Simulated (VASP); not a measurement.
# Te2Pt (Moncheite) (P-3m1) in VASP: further runs, part 2 of 2

VASP 6.6.1. The steps go on from the part before.

## (5) Relaxation of cell and atoms, PBEsol

This run uses another cell than the first one, of 24.14 Å³/atom, 1.004 times its volume.

The input, INCAR:

```
SYSTEM = Te2Pt
ALGO = Normal
EDIFF = 1E-6
EDIFFG = -0.01
ENCUT = 600
GGA = PS
IBRION = 2
ISIF = 3
ISMEAR = 1
LASPH = .TRUE.
LCHARG = .FALSE.
LREAL = .FALSE.
LWAVE = .FALSE.
NELM = 80
NSW = 90
PREC = Accurate
SIGMA = 0.1
```

The input, KPOINTS:

```
k-points
0
G
  12 12 7
  0 0 0
```

The input, POSCAR:

```
Te2Pt
1.0
    4.0100000000      0.0000000000      0.0000000000
   -2.0050000000      3.4727618692      0.0000000000
    0.0000000000      0.0000000000      5.2010000000
Te Pt
2 1
Direct
    0.3333333333      0.6666666667      0.2500000000
    0.6666666667      0.3333333333      0.7500000000
    0.0000000000      0.0000000000      0.0000000000
```

Potentials or basis: VASP PAW PBE potentials, release 64 (Te, Pt).

Run with:

```bash
> cat potpaw_PBE.64/Te/POTCAR potpaw_PBE.64/Pt/POTCAR > POTCAR
> mpirun -np 1 vasp_std > vasp.out
```

OUTCAR:

```text
SYSTEM = Te2Pt
   EDIFF = 1E-6
   EDIFFG = -0.01
   ENCUT = 600
   GGA = PS
   IBRION = 2
   ISIF = 3
   ISMEAR = 1
   LASPH = .TRUE.
   LREAL = .FALSE.
   NELM = 80
   NSW = 90
   PREC = Accurate

 ion  position               nearest neighbor table
   1  0.333  0.667  0.250-   3 2.66   3 2.66   3 2.66   2 3.48   2 3.48   2 3.48   2 3.48   2 3.48
                             2 3.48
   2  0.667  0.333  0.750-   3 2.66   3 2.66   3 2.66   1 3.48   1 3.48   1 3.48   1 3.48   1 3.48
                             1 3.48
   3  0.000  0.000  0.000-   1 2.66   2 2.66   2 2.66   1 2.66   2 2.66   1 2.66

  LATTYP: Found a hexagonal cell.
 ALAT       =     4.0100000000
 C/A-ratio  =     1.2970074813

  Lattice vectors:

 A1 = (   4.0100000000,   0.0000000000,   0.0000000000)
 A2 = (  -2.0050000000,   3.4727618692,   0.0000000000)
 A3 = (   0.0000000000,   0.0000000000,   5.2010000000)

Analysis of symmetry for initial positions (statically):
=====================================================================
 Subroutine PRICEL returns:
 Original cell was already a primitive cell.

 Routine SETGRP: Setting up the symmetry group for a
 hexagonal supercell.

 Subroutine GETGRP returns: Found 12 space group operations
 (whereof 12 operations were pure point group operations)
 out of a pool of 24 trial point group operations.

The static configuration has the point symmetry D_3d.

Analysis of symmetry for dynamics (positions and initial velocities):
=====================================================================
 Subroutine PRICEL returns:
 Original cell was already a primitive cell.

 Routine SETGRP: Setting up the symmetry group for a
 hexagonal supercell.

 Subroutine GETGRP returns: Found 12 space group operations
 (whereof 12 operations were pure point group operations)
 out of a pool of 24 trial point group operations.

The dynamic configuration has the point symmetry D_3d.
[... 156 lines left out ...]
  Direction    XX          YY          ZZ          XY          YZ          ZX
  --------------------------------------------------------------------------------------
  -------------------------------------------------------------------------------------
  Total        1.9532275      1.9532275      1.4564463      0.0000000      0.0000000      0.0000000
  in kB       43.2073061     43.2073061     32.2180186      0.0000000      0.0000000      0.0000000
  external PRESSURE =      39.5442103 kB  Pullay stress =       0.0000000 kB
[... 92 lines left out ...]
  FREE ENERGIE OF THE ION-ELECTRON SYSTEM (eV)
  ---------------------------------------------------
  free  energy   TOTEN  =       -15.2477006116 eV

  energy  without entropy=      -15.2482375995  energy(sigma->0) =      -15.24787961

[... ionic steps 4 to 10 ...]

--------------------------------------- Ionic step       11  -------------------------------------------

 number of electron      21.9999999 magnetization

------------------------ aborting loop because EDIFF is reached ----------------------------------------
[... 69 lines left out ...]
--------------------------------------- Ionic step       13  -------------------------------------------

 number of electron      21.9999999 magnetization

 Free energy of the ion-electron system (eV)
  ---------------------------------------------------
  ext. energy  EPLUGINS =         0.00000000
  ---------------------------------------------------
  free energy    TOTEN  =       -15.26506505 eV

  energy without entropy =      -15.26578756  energy(sigma->0) =      -15.26530589

 E-fermi :   8.6904     XC(G=0): -10.7436

 val. band max:        8.6659767470   @ k =   0.1667   0.1667   0.0000
 cond. band min:       8.6970945901   @ k =   0.0833   0.0833   0.4286
 fundamental gap:      0.0311178431
 Fermi energy:         8.6903560136

 k-point     1 :       0.0000    0.0000    0.0000
  band No.  band energies     occupation
      1      -5.4416      2.00000
      2      -1.8611      2.00000
      3       1.9009      2.00000
      4       2.9472      2.00000
      5       2.9472      2.00000
      6       4.9383      2.00000
      7       4.9383      2.00000
      8       6.0312      2.00000
      9       8.1931      2.00000
     10       8.1931      2.00000
     11       9.5670     -0.00000
     12       9.5670     -0.00000
     13      10.3041     -0.00000
     14      11.1937      0.00000
[... 401 lines left out ...]
      2      -2.2922      2.00000
      3       2.2852      2.00000
      4       3.0664      2.00000
      5       3.4804      2.00000
      6       4.4529      2.00000
      7       4.8395      2.00000
      8       5.5885      2.00000
      9       6.8289      2.00000
     10       7.7792      2.00000
     11       9.1516     -0.00000
     12       9.5235     -0.00000
     13       9.9026     -0.00000
     14      12.3689      0.00000
     15      13.1085      0.00000

 [... further k-points ...]

------------------------ aborting loop because EDIFF is reached ----------------------------------------

  FORCE on cell =-STRESS in cart. coord.  units (eV):
  Direction    XX          YY          ZZ          XY          YZ          ZX
  --------------------------------------------------------------------------------------
  -------------------------------------------------------------------------------------
  Total       -0.0245213     -0.0245213     -0.0161923      0.0000000     -0.0000000      0.0000000
  in kB       -0.5414498     -0.5414498     -0.3575393      0.0000000     -0.0000000      0.0000000
  external PRESSURE =      -0.4801463 kB  Pullay stress =       0.0000000 kB
[... 18 lines left out ...]
  FREE ENERGIE OF THE ION-ELECTRON SYSTEM (eV)
  ---------------------------------------------------
  free  energy   TOTEN  =       -15.2650650520 eV

  energy  without entropy=      -15.2657875646  energy(sigma->0) =      -15.26530589

 reached required accuracy - stopping structural energy minimisation
```

OSZICAR:

```text
N       E                     dE             d eps       ncg     rms          rms(c)
DAV:   1     0.118555831948E+03    0.11856E+03   -0.10280E+04  3360   0.141E+03
DAV:   2    -0.106054778779E+02   -0.12916E+03   -0.12587E+03  4280   0.232E+02
DAV:   3    -0.156361548525E+02   -0.50307E+01   -0.49608E+01  4180   0.479E+01
DAV:   4    -0.156997218698E+02   -0.63567E-01   -0.63552E-01  4324   0.584E+00
[... 111 lines left out ...]
DAV:   1    -0.152651327898E+02   -0.97017E-04   -0.35241E-03  3423   0.453E-01    0.485E-02
DAV:   2    -0.152650805303E+02    0.52260E-04   -0.23270E-04  4004   0.140E-01    0.222E-02
DAV:   3    -0.152650686820E+02    0.11848E-04   -0.29924E-05  3829   0.503E-02    0.159E-02
DAV:   4    -0.152650653148E+02    0.33672E-05   -0.10292E-05  3997   0.223E-02    0.699E-03
DAV:   5    -0.152650650520E+02    0.26273E-06   -0.77500E-07  1708   0.708E-03
  13 F= -.15265065E+02 E0= -.15265306E+02  d E =-.699994E-04
```

Run time: 13 min. Hardware: 1 thread of Intel Xeon Platinum 8488C (Sapphire Rapids), shared host; peak memory 0.33 GiB.

Results:

| Quantity | Value |
| --- | --- |
| Free energy | -15.2651 eV |
| Relaxed volume | 24.19 Å³/atom |
| Relaxed cell | a = 4.044 Å, b = 4.044 Å, c = 5.123 Å, α = 90.00°, β = 90.00°, γ = 120.00° |
| Space group after relaxing (to 0.05 Å) | P-3m1 (No. 164) |
| Energy gained by relaxing | 18.9 meV/atom |
| Ionic steps | 13 |
| Pressure after relaxing | 0.0 GPa |
| Largest force after relaxing | 0.009 eV/Å |
| Band gap on the k mesh | none (metal or under the smearing width) |

Forces on the atoms (eV/Å):
```
Te   0.000  0.000 -0.009
Te   0.000  0.000  0.009
Pt   0.000  0.000  0.000
```

Step by step:
```
step  energy change (eV)  largest force (eV/Å)  pressure (GPa)  volume (Å³)
   1              0.0000                0.7915            3.95        72.43
   2              0.0594                0.4603           -6.27        78.85
   3             -0.0395                0.2472           -0.56        74.79
   4             -0.0395                0.2570           -0.47        74.75
   5             -0.0460                0.1848           -0.33        74.27
   6             -0.0526                0.0256            0.07        73.17
   7             -0.0554                0.0354           -0.31        73.04
   8             -0.0559                0.0704           -0.54        72.97
   9             -0.0566                0.0008            0.24        72.27
  10             -0.0568                0.0199            0.06        72.47
  11             -0.0568                0.0223            0.02        72.49
  12             -0.0568                0.0175           -0.02        72.52
  13             -0.0568                0.0090           -0.05        72.56
```

Final structure:
```
Te Pt
1.0
     4.04414    0.00000    0.00000
    -2.02207    3.50232    0.00000
     0.00000    0.00000    5.12288
Te Pt
2 1
Cartesian
  0.0000 2.3349 1.3478
  2.0221 1.1674 3.7751
  0.0000 0.0000 0.0000
```

Caveat: the PAW data sets were made with another functional, which shifts forces and pressure a little.

## (6) The runs side by side

```csv
level,k mesh,cutoff (eV),gap on the mesh (eV),pressure (GPa),relaxed volume (Å³/atom)
PBE+D3(BJ),12 × 12 × 7,600,none,0.0,24.05
PBE,6 × 6 × 4,300,none,0.0,25.91
PBEsol,12 × 12 × 7,600,none,0.0,24.19
```

Alike in all rows: task relaxation of cell and atoms; potentials or basis VASP PAW PBE potentials, release 64 (Te, Pt); no spin polarisation; cell relaxed; smearing methfessel-paxton 0.1 eV.

Caveats: pairwise dispersion overbinds metals, which lowers pressure and volume (some runs); the PAW data sets were made with another functional, which shifts forces and pressure a little (some runs).

Absolute energies hang on the potentials; compare differences alone.
